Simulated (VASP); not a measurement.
## GaN: single point with PBE

GaN:

```
Ga N
1.0
     0.00000    2.13337    2.13337
     2.13337    0.00000    2.13337
     2.13337    2.13337    0.00000
Ga N
1 1
Direct
  0.50000 0.50000 0.50000
  0.00000 0.00000 0.00000
```

Measurements of this composition are mostly on another form, of space group No. 186.

* Program: VASP 6.6.1
* Task: single point
* Functional: PBE
* Potentials or basis: VASP PAW PBE potentials, release 64 (Ga_d, N)
* Cutoff: 520 eV
* k mesh: 8 × 8 × 8
* Occupations: gaussian, width 0.1 eV
* Spin: no spin polarisation

* Pressure: 0.9 GPa
* Band gap on the k mesh: 0.43 eV, indirect (least direct gap 2.40 eV)

Levels at points of the mesh, in eV from the valence-band top:
| k point | band 6 | band 7 | band 8 | band 9 | band 10 | band 11 | band 12 | band 13 |
| --- | --- | --- | --- | --- | --- | --- | --- | --- |
| (0.00, 0.00, 0.00) | -13.90 | -0.46 | -0.46 | -0.46 | 1.93 | 14.58 | 14.58 | 14.58 |
| (0.50, 0.00, 0.00) | -13.78 | -8.09 | -0.15 | -0.15 | 4.59 | 8.95 | 8.95 | 9.05 |
| (0.50, 0.50, 0.00) | -11.04 | -6.89 | -2.92 | -2.92 | 0.43 | 7.82 | 11.66 | 14.15 |

It took 4.3 s on 1 thread of Intel(R) Xeon(R) 6975P-C (Granite Rapids), on a shared host, peak memory 0.14 GiB.

A k mesh can miss the band edges. Expect the measured gap to be larger: semilocal functionals such as PBE lack the derivative discontinuity.
